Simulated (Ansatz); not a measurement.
# KF: how the settings move a single-point run

How sensitive is a single-point run of KF to its settings? A reference run comes first, then six runs with altered input. The cell is built on a prototype (CsCl type) and needn't be the phase found in nature.

Method: reference: DFT, HSE06, plane waves, PAW, in Ansatz 0.2.0.

1 further run of the same task is left out (it didn't finish). Runs told in other sessions of the task aren't counted.

**1. The starting structure**

The structure is cubic, space group Pm-3m (No. 221). Conventional cell: a = 3.179 Å, b = 3.179 Å, c = 3.179 Å, α = 90.00°, β = 90.00°, γ = 90.00°. Around K (site symmetry m-3m) lie 8 F at 2.75 Å. Around F (site symmetry m-3m) lie 8 K at 2.75 Å.

As a file:

```
CELL_PARAMETERS angstrom
3.17887 0.00000 0.00000
0.00000 3.17887 0.00000
0.00000 0.00000 3.17887
ATOMIC_POSITIONS crystal
K 0.00000 0.00000 0.00000
F 0.50000 0.50000 0.50000
```

**2. The reference run**

input.yaml reads:

```yaml
crystal:
  lattice:
    - [3.1788706815, 0.0, 0.0]
    - [0.0, 3.1788706815, 0.0]
    - [0.0, 0.0, 3.1788706815]
  atoms:
    - { symbol: K, position: [0.0, 0.0, 0.0] }
    - { symbol: F, position: [0.5, 0.5, 0.5] }
kpoints:
  mp_grid: { grid: [4, 4, 4] }
hamiltonian:
  xc: hse06
scf:
  occupations: { method: fixed }
  n_extra_bands: 4
output:
  forces: true
  stress: true
  eigenvalues: true
```

Launch:

```bash
ansatz run input.yaml --threads 4 --pin off --max-ram 3686MiB --backend cpu --events-out ev --progress --plain --runs-dir out
```

**3. Changed: mp_grid.grid [6, 6, 6], xc pbe**

Edit input.yaml of step 2 so:

```diff
@@ -9,5 +9,5 @@
 kpoints:
-  mp_grid: { grid: [4, 4, 4] }
+  mp_grid: { grid: [6, 6, 6] }
 hamiltonian:
-  xc: hse06
+  xc: pbe
 scf:
```

**4. Variant: q_mesh [1, 1, 1]**

Edit input.yaml of step 2 so:

```diff
@@ -15,2 +15,3 @@
   n_extra_bands: 4
+  exx: { q_mesh: [1, 1, 1] }
 output:
```

**5. Changed: exchange pbe, correlation pbe, coeff 0.5, omega 0.5**

Edit input.yaml of step 2 so:

```diff
@@ -11,3 +11,3 @@
 hamiltonian:
-  xc: hse06
+  xc: { exchange: pbe, correlation: pbe, exx: { coeff: 0.5, omega: 0.5 } }
 scf:
```

**6. Variant: exchange pbe, correlation pbe, coeff 0.3, omega 0.3**

Edit input.yaml of step 2 so:

```diff
@@ -11,3 +11,3 @@
 hamiltonian:
-  xc: hse06
+  xc: { exchange: pbe, correlation: pbe, exx: { coeff: 0.3, omega: 0.3 } }
 scf:
```

**7. Variant: xc wpbeh**

Edit input.yaml of step 2 so:

```diff
@@ -11,3 +11,3 @@
 hamiltonian:
-  xc: hse06
+  xc: wpbeh
 scf:
```

**8. Changing settings: ecutwfc 300**

Edit input.yaml of step 2 so:

```diff
@@ -19 +19,3 @@
   eigenvalues: true
+basis:
+  ecutwfc: 300
```

Q: Predict the outcome of this session. Wanted: for each run, ending; energy change; pressure; gap; force.

As calculated:

```tsv
run	ending	energy change	pressure (GPa)	gap (eV)	force (eV/Å)	cycles	time
reference	converged	0	1.6	8.92	0.00	12	5 s
1: mp_grid.grid [6, 6, 6], xc pbe	converged	not comparable	2.9	6.82	0.00	6	0.59 s
2: q_mesh [1, 1, 1]	converged	-	1.6	8.92	0.00	12	5 s
3: exchange pbe, correlation pbe, coeff 0.5, omega 0.5	converged	not comparable	0.4	9.53	0.00	15	5.7 s
4: exchange pbe, correlation pbe, coeff 0.3, omega 0.3	converged	not comparable	1.3	9.01	0.00	13	5 s
5: xc wpbeh	converged	not comparable	1.2	8.88	0.00	12	5 s
6: ecutwfc 300	converged	+295.3 meV/atom	1.9	8.95	0.00	13	3.4 s
```

Residual by cycle in the longest SCF loop of each run; runs are numbered as in the table. The quantity is the density residual dr2, in eV.

```tsv
cycle	reference	run 1	run 2	run 3	run 4	run 5	run 6
1	0.0317	5.2e-4	0.0317	0.0848	0.0423	0.0343	0.0304
2	0.00492	8.4e-5	0.00492	0.0114	0.0063	0.00534	0.00267
3	7.1e-4	1.1e-5	7.1e-4	0.00244	9.7e-4	6.2e-4	8.9e-5
4	2.0e-4	3.3e-6	2.0e-4	6.6e-4	2.7e-4	2.0e-4	4.7e-6
5	3.1e-5	6.3e-7	3.1e-5	1.4e-4	4.5e-5	3.4e-5	4.0e-6
6	9.3e-5	2.9e-9	9.3e-5	3.6e-4	1.4e-4	1.0e-4	3.4e-7
7	7.9e-7	-	7.9e-7	6.5e-6	1.2e-6	8.6e-7	-
```

What this shows: «ecutwfc 300» moves the energy by +295.3 meV/atom. Run 6 ran under the cutoff that the potentials recommend, as the log warns, so basis error is mixed into its values. Of the variants the dearest is «exchange pbe, correlation pbe, coeff 0.5, omega 0.5» (5.7 s), the cheapest «mp_grid.grid [6, 6, 6], xc pbe» (0.59 s), on a shared host.
